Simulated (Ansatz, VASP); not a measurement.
## Au in VASP and in Ansatz

```xyz
1
Lattice="0.0000 2.0581 2.0581 2.0581 0.0000 2.0581 2.0581 2.0581 0.0000" Properties=species:S:1:pos:R:3 pbc="T T T"
Au    0.0000    0.0000    0.0000
```

Alike in both runs: task single point; functional PBE; k mesh 18 × 18 × 18; occupations gaussian, width 0.3 eV; no spin polarisation.

|  | VASP | Ansatz |
| --- | --- | --- |
| version | VASP 6.6.1 | Ansatz 0.2.0 |
| potentials or method | VASP PAW PBE potentials, release 64 (Au) | scalar-relativistic, plane waves, PAW |
| plane-wave cutoff (eV) | 520 | 420 |
| valence electrons in the cell | 11 | 19 |

|  | VASP | Ansatz | Ansatz less VASP |
| --- | --- | --- | --- |
| gap on the k mesh at the Fermi level (eV) | none | none | - |
| pressure (GPa) | 4.4 | 4.7 | +0.28 |

A gap of «none» marks a metal or a gap that the smearing closes. The functional is the same, so the differences come from potentials, cutoffs and numerics. The two sets of potentials don't hold the same shells in valence.

The runs have no spin-orbit coupling, so splittings on Au are missing.
